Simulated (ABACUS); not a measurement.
Crystal: Sb.

```
Sb
1.0
    -1.59487    1.55125    2.72767
     1.54722   -1.56493    2.70791
     1.61542    1.58547   -2.73561
Sb
1
Direct
  0.00000 0.00000 0.00000
```

This isn't the form of Sb at room conditions, which is rhombohedral.

Base run:

- Program: ABACUS 3.10.1
- Functional: PBEsol
- Potentials or basis: SG15 ONCV 1.2 PBE
- Cutoff: 1102 eV
- Density cutoff: 4408 eV
- Basis: plane waves
- k mesh: 7 × 7 × 8
- Occupations: fermi-dirac, width 0.05 eV
- Spin: no spin polarisation

Its results: band gap on the k mesh none (metal or under the smearing width); pressure -1.5 GPa.

Q: The run is repeated on the same cell with these changes: functional from PBEsol to SCAN. What comes out?

A: Band gap on the k mesh none (metal or under the smearing width); pressure -0.2 GPa.

Caveats: the potentials were made for another functional, which shifts forces and pressure.
